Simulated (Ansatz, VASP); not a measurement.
## Two plane-wave programs on Sn

Contents of INCAR:

```
SYSTEM = Sn
ALGO = Normal ; EDIFF = 1E-6
ENCUT = 520 ; GGA = PE
ISIF = 2 ; ISMEAR = 0
IVDW = 12 ; LASPH = .True.
LCHARG = .False. ; LREAL = .False.
LWAVE = .False. ; NBANDS = 13
NELM = 100 ; PREC = Accurate
SIGMA = 0.15
```

Contents of KPOINTS:

```
k-points
0
Gamma
  20 20 20
  0 0 0
```

The input POSCAR:

```
Sn
1.0
   -1.8946518192      1.8946518192      1.8946518192
    1.8946518192     -1.8946518192      1.8946518192
    1.8946518192      1.8946518192     -1.8946518192
Sn
1
Direct
    0.0000000000      0.0000000000      0.0000000000
```

Input for Ansatz:

```yaml
crystal:
  lattice:
    - [-1.8946518192, 1.8946518192, 1.8946518192]
    - [1.8946518192, -1.8946518192, 1.8946518192]
    - [1.8946518192, 1.8946518192, -1.8946518192]
  atoms:
    - { symbol: Sn, position: [0.0, 0.0, 0.0] }
basis:
  ecutwfc: 420
kpoints:
  mp_grid: { grid: [20, 20, 20] }
hamiltonian:
  xc: pbe
  dispersion: d3bj
scf:
  occupations: { method: gaussian, width: 0.15 }
output:
  forces: true
  stress: true
  eigenvalues: true
  write_density: true
  write_potential: true
  elf: true
  volumetric_format: npy
```

This isn't the form of Sn at room conditions, which is tetragonal (white tin).

Alike in both runs: task single point; functional PBE; dispersion D3(BJ); k mesh 20 × 20 × 20; occupations gaussian, width 0.15 eV; no spin polarisation.

|  | VASP | Ansatz |
| --- | --- | --- |
| version | VASP 6.6.1 | Ansatz 0.2.0 |
| potentials or method | VASP PAW PBE potentials, release 64 (Sn_d) | scalar-relativistic, plane waves, PAW |
| plane-wave cutoff (eV) | 520 | 420 |
| valence electrons in the cell | 14 | 14 |

```tsv
	VASP	Ansatz	Ansatz less VASP
gap on the k mesh at the Fermi level (eV)	none	none	-
pressure (GPa)	-1.6	-1.6	+0.02
```

A gap of «none» marks a metal or a gap that the smearing closes.

Caveats: pairwise dispersion overbinds metals, which lowers pressure and volume.
